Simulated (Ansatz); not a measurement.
# Rhodium, fcc: r²SCAN0 after r²SCAN

How do the levels change when part of the exchange is made exact, and what does it cost? Spin polarisation is left out. The geometry was relaxed under r²SCAN beforehand and is kept. Exact exchange is dear, so the k-mesh is coarse, and r²SCAN is run on the same mesh for comparison.

Program: Ansatz 0.2.0. Level of theory: DFT, plane waves (500 eV) with PBE-made PAW files, scalar-relativistic; functionals as named at each step. These are calculated values, not measurements.

## Step 1: The structure to begin with

The structure is cubic, space group Fm-3m (No. 225). The conventional cell has a = 3.802 Å, b = 3.802 Å, c = 3.802 Å, α = 90.00°, β = 90.00°, γ = 90.00°. Rh (site symmetry m-3m) is surrounded by 12 Rh at 2.69 Å.

Structure file:

```cif
data_structure
_symmetry_space_group_name_H-M 'Fm-3m'
_symmetry_Int_Tables_number 225
_cell_length_a 3.8016
_cell_length_b 3.8016
_cell_length_c 3.8016
_cell_angle_alpha 90.000
_cell_angle_beta 90.000
_cell_angle_gamma 90.000
_cell_volume 54.94
loop_
_atom_site_label
_atom_site_type_symbol
_atom_site_symmetry_multiplicity
_atom_site_Wyckoff_symbol
_atom_site_fract_x
_atom_site_fract_y
_atom_site_fract_z
_atom_site_occupancy
Rh1 Rh 4 a 0.00000 0.00000 0.00000 1
```

## Step 2: r²SCAN, coarse mesh

The run with r²SCAN.

Input file input.yaml:

```yaml
crystal:
  lattice:
    - [0.0, 1.9008071576, 1.9008071576]
    - [1.9008071576, 0.0, 1.9008071576]
    - [1.9008071576, 1.9008071576, 0.0]
  atoms:
    - { symbol: Rh, position: [0.0, 0.0, 0.0] }
hamiltonian:
  xc: r2scan
  pseudopotentials:
    kind: paw
    azcp:
      Rh: "pseudopotentials/Rh.paw.azcp"
basis:
  ecutwfc: 500
  fft_grid_basis: typed
kpoints:
  mp_grid: { grid: [7, 7, 7], shift: [0, 0, 0] }
magnetization:
  spin_polarized: false
scf:
  occupations: { method: fermi_dirac, width: 0.1 }
```

What it wrote (excerpt; [...] marks lines left out):

```text
Warning: RAYON_NUM_THREADS=4 ignored (pool sized by the plan → 4); use --threads N
[...]
Pseudopotentials: kind: paw
Pseudopotential: Rh, paw, valence charge 17, recommended cutoff 500 eV (meta_gga), <dir>
Functional definition: r2SCAN
[...]
Crystal: 1 atoms, lattice volume = 13.735 Å³
Basis set: ecut = 500 eV, 339 PW (Γ), exchange–correlation on 80×80×80 points (64 copies of the dense FFT grid, shifted against one another)
Bands: 13, of which v1, the nominal top of the filled ones, is band 9 counted from 1 (8 counted from 0)
Symmetry: 48 space group operations
Space group: Fm-3m (ITA 225), of the structure as read, at distance tolerance 2.4e-5 Å
k-points: 20 of 343
[...]
SCF iter   1: F=—  HF=-6415.340778 eV  |F-HF|=—  |Δ(HF+E_count)|=         —  Δρ=1.24e-2  dr2=4.98e-3  dr2_τ=1.06e-2  ethr=1.77e-3  ⟨swp⟩=5.5  Hψ=1450  notcnv=0
[...]
SCF iter   6: F=-6415.354120 eV  HF=-6415.354120 eV  |F-HF|=7.35e-9  |Δ(HF+E_count)|=   4.34e-7  Δρ=1.92e-5  dr2=3.10e-8  dr2_τ=6.15e-9  ethr=5.88e-10  ⟨swp⟩=2.5  Hψ=534  notcnv=0
[...]
SCF converged after 6 iterations
Free energy (F): -6415.354120 eV
[...]
E sigma→0 (E₀):  -6415.339656 eV
Entropy (-TS):   -0.028928 eV (-28.928 meV/atom)
Fermi energy:    22.265304 eV
[...]
```

Run time: 0.28 s. Hardware: 4 threads of an x86-64 CPU, shared host; peak memory 0.33 GiB.

## Step 3: r²SCAN0 on the coarse mesh

The run with r²SCAN0.

Changes to input.yaml since step 2:

```diff
@@ -8,3 +8,3 @@
 hamiltonian:
-  xc: r2scan
+  xc: r2scan0
   pseudopotentials:
```

What it wrote (excerpt; [...] marks lines left out):

```text
Warning: RAYON_NUM_THREADS=4 ignored (pool sized by the plan → 4); use --threads N
[...]
[... 2 set-up lines as earlier in the session ...]
Functional definition: r2SCAN0
[...]
Crystal: 1 atoms, lattice volume = 13.735 Å³
Basis set: ecut = 500 eV, 339 PW (Γ), exchange–correlation on 80×80×80 points (64 copies of the dense FFT grid, shifted against one another)
Bands: 13, of which v1, the nominal top of the filled ones, is band 9 counted from 1 (8 counted from 0)
[... 2 set-up lines as earlier in the session ...]
k-points: 20 of 343
[...]
SCF iter   1: F=—  HF=-6415.343296 eV  |F-HF|=—  |Δ(HF+E_count)|=         —  Δρ=1.28e-2  dr2=4.94e-3  dr2_τ=1.05e-2  ethr=1.77e-3  ⟨swp⟩=7.4  Hψ=1119  notcnv=0
[...]
Frozen-core exchange: fock
[...]
hybrid outer 1: dexx = +1.446e-2 eV, tail = 1.16e-2 eV
[...]
hybrid outer 3: dexx = +1.423e-4 eV, tail = 2.20e-7 eV, Δε = 4.86e-2 eV (about 1.46e-3 eV left of the loop's levels)
hybrid SCF converged: 3 outer / 15 inner (+8 warm-up), last move |dexx| = 1.42e-4 eV, tail = 2.20e-7 eV
Stability not checked: this state was not tested for a lower state beside it, because the functional holds exact exchange (a hybrid, or Hartree-Fock), whose exchange loop this test does not read (fock_operator; see scf.lower_state_search)
Free energy (F): -6413.620767 eV
Frozen-core exchange: fock
[...]
E sigma→0 (E₀):  -6413.619585 eV
Entropy (-TS):   -0.002363 eV (-2.363 meV/atom)
Fermi energy:    21.736473 eV
[...]
--- Band table (eV; the first three rows and the last of 20) ---
  k-point 0: bands = ["-63.4904", "-28.9063", "-28.9063", "-28.9063", "12.5774", "17.7365", "17.7365", "17.7365", "19.6431", "19.6431", "39.6185"]
[...]
  guard bands above this table: 2 of the run's 13 bands. The solve was not asked for them (output.publish_guard_bands: true or output.eigenvalues: true publishes all)
```

It took 3.2 s on 4 threads of an x86-64 CPU, shared host; peak memory 0.79 GiB.

## Step 4: Side by side

| functional | gap on the mesh | Fermi energy (eV) | SCF cycles | exchange loops | CPU time |
| --- | --- | --- | --- | --- | --- |
| r²SCAN | none (levels filled in part) | 22.265 | 6 | - | 0.55 s |
| r²SCAN0 | none (levels filled in part) | 21.736 | 23 | 3 | 9.2 s |

## Step 5: What came out

| quantity | value |
| --- | --- |
| r²SCAN: gap | none (levels filled in part) |
| r²SCAN0: gap | none (levels filled in part) |
| r²SCAN0: SCF cycles, exchange loops | 23, 3 |
| r²SCAN0: CPU time over that of r²SCAN | 17 |

In words: Neither r²SCAN nor r²SCAN0 shows a clean gap on this mesh. The hybrid took 17 times as much CPU time as r²SCAN on the same settings. r²SCAN0 needed 3 outer loops of the exchange operator. The total energies in the logs cannot be compared from one functional to another.
